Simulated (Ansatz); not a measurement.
**Mg in Ansatz: convergence with cutoff**

The system is Mg.

```xyz
1
Lattice="-1.7728 1.7728 1.7728 1.7728 -1.7728 1.7728 1.7728 1.7728 -1.7728" Properties=species:S:1:pos:R:3 pbc="T T T"
Mg    0.0000    0.0000    0.0000
```

This isn't the form of Mg at room conditions, which is hcp.

* Program: Ansatz 0.2.0
* Task: convergence study
* Functional: PBE
* Potentials or basis: all-electron LAPW, scalar-relativistic
* Cutoff: 80 eV
* Density cutoff: 320 eV
* Basis error allowed: 0.001 eV/atom
* k mesh: 11 × 11 × 11
* Occupations: fermi-dirac, width 0.05 eV
* Spin: no spin polarisation

These are the settings of the first run; the series varies cutoff, with any setting tied to it.

Hardware: 1 thread of Arm Neoverse V1, with other jobs on the host.

**Question.** The values tried are 80 eV, 110 eV, 140 eV, 180 eV, 230 eV, 290 eV, 360 eV, 450 eV, 560 eV, loosest first. From which on does the energy stay within 1 meV/atom of the tightest run that finished?

**Answer.** From 110 eV on.

```tsv
cutoff	energy less the tightest run, at zero smearing (meV/atom)	pressure (GPa)	SCF cycles	CPU time (s)	peak memory (GiB)
80 eV	2.33	0.95	5	1.3	0.19
110 eV	0.39	0.92	5	1.5	0.19
140 eV	0.05	0.91	5	1.6	0.19
180 eV	0.00	0.91	5	1.9	0.2
230 eV	0.00	0.91	5	2.6	0.22
290 eV	0.00	0.91	5	3.5	0.24
360 eV	0.00	0.91	5	4.4	0.28
450 eV	0.00	0.91	5	6.6	0.34
560 eV	0.00	0.91	5	9.3	0.44
```

Against the tightest run, the pressure stays within 0.1 GPa from 80 eV on. The tightest run that finished is the yardstick and may itself not be fully converged.
